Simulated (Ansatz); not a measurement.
# GaAs: equation of state

An exercise on one series of results from a longer session: the logs are not shown, and one member is left open.

Computed with Ansatz 0.2.0 (DFT PBE, scalar-relativistic, unless a step's input says otherwise).

### Starting point

Symmetry: F-43m, No. 216, cubic system. Conventional cell: a = 5.654 Å, b = 5.654 Å, c = 5.654 Å, α = 90.00°, β = 90.00°, γ = 90.00°. Ga (site symmetry -43m) is surrounded by 4 As at 2.45 Å. As (site symmetry -43m) has 4 Ga at 2.45 Å as nearest neighbours.

Coordinates:

```
Ga As
1.0
     0.00000    2.82685    2.82685
     2.82685    0.00000    2.82685
     2.82685    2.82685    0.00000
Ga As
1 1
Direct
  0.00000 0.00000 0.00000
  0.75000 0.75000 0.75000
```

The cell is a deposited one (Crystallography Open Database entry 9008845); the temperature and pressure of the measurement aren't taken into account, and nothing was relaxed.

Atoms are numbered in the order of the input: Ga1, As2.

Set-up of the first run:

The input, input.yaml:

```yaml
crystal:
  lattice:
    - [0.0, 2.7696338872, 2.7696338872]
    - [2.7696338872, 0.0, 2.7696338872]
    - [2.7696338872, 2.7696338872, 0.0]
  atoms:
    - { symbol: Ga, position: [0.0, 0.0, 0.0] }
    - { symbol: As, position: [0.75, 0.75, 0.75] }
kpoints:
  mp_grid: { grid: [10, 10, 10] }
scf:
  occupations: { method: fermi_dirac, width: 0.08 }
hamiltonian:
  xc: pbe
  pseudopotentials: { kind: all_electron, lapw: { basis_error: 0.001 } }
output:
  forces: true
  stress: true
  eigenvalues: true
```

Steps of the session up to this table: Volume × 0.9405, LAPW; Volume × 0.9405, PAW; Volume × 0.9405, crystal datasets; Volume × 0.98, LAPW; Volume × 0.98, PAW; Volume × 1.02, LAPW; Volume × 1.02, PAW; Volume × 1.06, LAPW; Volume × 1.06, PAW; Volume × 1.06, crystal datasets.

One table of the session follows, with a row left open; its other results are not shown here.

| method | volume (Å³/atom) | pressure (GPa) |
| --- | --- | --- |
| LAPW | 21.246 | 8.62 |
| LAPW | 22.138 | 4.89 |
| LAPW | 22.590 | 3.29 |
| LAPW | 23.041 | 1.86 |
| LAPW | 23.945 | -0.56 |
| PAW | 21.246 | 8.62 |
| PAW | 22.138 | 4.89 |
| PAW | 22.590 | 3.29 |
| PAW | 23.041 | 1.86 |
| PAW | 23.945 | ? |
| crystal datasets | 21.246 | 8.62 |
| crystal datasets | 22.590 | 3.29 |
| crystal datasets | 23.945 | -0.56 |

Q: Estimate the row for PAW, 23.945 from the others.

**Answer.** pressure (GPa): -0.57. In the column «pressure (GPa)» it is the lowest.

Caveats from the session: Warnings in the runs' records: crystal datasets made.
